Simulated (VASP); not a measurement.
Method: revPBE GGA, VASP's PBE PAW potentials (set 64) (plane waves; VASP).

VASP ran on this input.

File KPOINTS:
```
Automatic mesh
0
Gamma
9 9 9
0 0 0
```

POSCAR:
```
Li2O
1
    0.0000000000     2.3407186263     2.3407186263
    2.3407186263     0.0000000000     2.3407186263
    2.3407186263     2.3407186263     0.0000000000
Li O
2 1
Direct
  0.2500000000   0.2500000000   0.2500000000
  0.7500000000   0.7500000000   0.7500000000
  0.0000000000   0.0000000000   0.0000000000
```

**INCAR**
```
# general
SYSTEM=Li2O
PREC  =Accurate
ENCUT =520
LREAL =F   # projection in real space or not
LASPH =T   # aspherical one-centre terms

# electronic loop
EDIFF =1E-7
NELM  =100   # most electronic steps
ALGO  =Normal

# smearing
ISMEAR=-5   # tetrahedra, Bloechl

# functional
GGA   =RE   # revPBE

# ions
ISIF  =2   # forces and stress, cell fixed

# output
LWAVE =F
LCHARG=T
LORBIT=11   # lm-projected
NEDOS =601   # DOS grid

# other
LEFG  =T
```

POTCAR, in this order: Li_sv O (PBE.64 set). Program: vasp_std.

What VASP printed:

### OUTCAR
```
 ion  position               nearest neighbor table
   1  0.250  0.250  0.250-   3 2.03   3 2.03   3 2.03   3 2.03   2 2.34   2 2.34   2 2.34   2 2.34
                             2 2.34   2 2.34
   2  0.750  0.750  0.750-   3 2.03   3 2.03   3 2.03   3 2.03   1 2.34   1 2.34   1 2.34   1 2.34
                             1 2.34   1 2.34
   3  0.000  0.000  0.000-   2 2.03   2 2.03   2 2.03   1 2.03   2 2.03   1 2.03   1 2.03   1 2.03
  LATTYP: Found a face centered cubic cell.
 ALAT       =     4.6814372526
 Subroutine PRICEL returns:
 Original cell was already a primitive cell.
 Subroutine GETGRP returns: Found 48 space group operations
The static configuration has the point symmetry O_h .
The dynamic configuration has the point symmetry O_h .
 Subroutine INISYM returns: Found 48 space group operations
 Subroutine IBZKPT returns following result:
 Found     35 irreducible k-points:

 Following reciprocal coordinates:
            Coordinates               Weight
  0.000000  0.000000  0.000000      1.000000
  0.111111  0.000000  0.000000      8.000000
  0.222222  0.000000  0.000000      8.000000
  0.333333  0.000000  0.000000      8.000000
  0.444444  0.000000  0.000000      8.000000
  0.111111  0.111111  0.000000      6.000000
  0.222222  0.111111  0.000000     24.000000
  0.333333  0.111111  0.000000     24.000000
  0.444444  0.111111  0.000000     24.000000
 -0.444444  0.111111  0.000000     24.000000
 -0.333333  0.111111  0.000000     24.000000
 -0.222222  0.111111  0.000000     24.000000
 -0.111111  0.111111  0.000000     12.000000
  0.222222  0.222222  0.000000      6.000000
  0.333333  0.222222  0.000000     24.000000
  0.444444  0.222222  0.000000     24.000000
 -0.444444  0.222222  0.000000     24.000000
 -0.333333  0.222222  0.000000     24.000000
 -0.222222  0.222222  0.000000     12.000000
  0.333333  0.333333  0.000000      6.000000
  0.444444  0.333333  0.000000     24.000000
...
```

### OSZICAR
```
       N       E                     dE             d eps       ncg     rms          rms(c)
DAV:   1     0.431959301672E+02    0.43196E+02   -0.62471E+03   700   0.131E+03
DAV:   2    -0.997747395099E+01   -0.53173E+02   -0.51473E+02   800   0.236E+02
DAV:   3    -0.154017757656E+02   -0.54243E+01   -0.54045E+01  1272   0.626E+01
DAV:   4    -0.154564351058E+02   -0.54659E-01   -0.54644E-01   912   0.745E+00
DAV:   5    -0.154568195169E+02   -0.38441E-03   -0.38439E-03  1006   0.459E-01    0.753E+00
DAV:   6    -0.136898862158E+02    0.17669E+01   -0.99533E+00   706   0.199E+01    0.294E+00
DAV:   7    -0.136638582342E+02    0.26028E-01   -0.23722E-01   784   0.409E+00    0.151E+00
DAV:   8    -0.136741570359E+02   -0.10299E-01   -0.70942E-02   804   0.333E+00    0.380E-01
DAV:   9    -0.136728902511E+02    0.12668E-02   -0.72857E-03   914   0.770E-01    0.114E-01
DAV:  10    -0.136737130772E+02   -0.82283E-03   -0.18073E-03   744   0.332E-01    0.550E-02
DAV:  11    -0.136737006589E+02    0.12418E-04   -0.56361E-05   956   0.869E-02    0.131E-02
DAV:  12    -0.136737052912E+02   -0.46323E-05   -0.15940E-05   816   0.328E-02    0.300E-03
DAV:  13    -0.136737057800E+02   -0.48881E-06   -0.14809E-06   852   0.107E-02    0.899E-04
DAV:  14    -0.136737057571E+02    0.22927E-07   -0.44939E-08   792   0.246E-03
   1 F= -.13673706E+02 E0= -.13673706E+02  d E =0.000000E+00
```

### OUTCAR
```
------------------------ aborting loop because EDIFF is reached ----------------------------------------
  FORCE on cell =-STRESS in cart. coord.  units (eV):
  Direction    XX          YY          ZZ          XY          YZ          ZX
  --------------------------------------------------------------------------------------
  Total        0.0198323      0.0198323      0.0198323      0.0000000     -0.0000000     -0.0000000
  in kB        1.2388142      1.2388142      1.2388142      0.0000000     -0.0000000     -0.0000000
  external PRESSURE =       1.2388142 kB  Pullay stress =       0.0000000 kB
  volume of cell :       25.65
      direct lattice vectors                 reciprocal lattice vectors
     0.000000000  2.340718626  2.340718626    -0.213609613  0.213609613  0.213609613
     2.340718626  0.000000000  2.340718626     0.213609613 -0.213609613  0.213609613
     2.340718626  2.340718626  0.000000000     0.213609613  0.213609613 -0.213609613
 POSITION                                       TOTAL-FORCE (eV/Angst)
 -----------------------------------------------------------------------------------
      1.17036      1.17036      1.17036         0.000000     -0.000000      0.000000
      3.51108      3.51108      3.51108        -0.000000      0.000000     -0.000000
      0.00000      0.00000      0.00000         0.000000     -0.000000      0.000000
 -----------------------------------------------------------------------------------
    total drift:                                0.000000      0.000000      0.000000
  FREE ENERGIE OF THE ION-ELECTRON SYSTEM (eV)
  ---------------------------------------------------
  free  energy   TOTEN  =       -13.6737057571 eV

  energy  without entropy=      -13.6737057571  energy(sigma->0) =      -13.67370576

 total charge

# of ion       s       p       d       tot
------------------------------------------
    1        2.032   0.072   0.000   2.104
    2        2.032   0.072   0.000   2.104
    3        1.538   3.493   0.000   5.031
--------------------------------------------------
tot          5.601   3.637   0.000   9.238

 Electric field gradients after diagonalization (V/A^2)
 (convention: |V_zz| > |V_xx| > |V_yy|)
----------------------------------------------------------------------
 ion       V_xx      V_yy      V_zz     asymmetry (V_yy - V_xx)/ V_zz
----------------------------------------------------------------------
   1       0.001     0.001    -0.001       0.000
   2       0.001     0.001    -0.001       0.000
   3      -0.001    -0.001     0.002       0.000
```
(Selected blocks of OUTCAR.)

The compound is Li2O in the antifluorite structure. It was relaxed first.
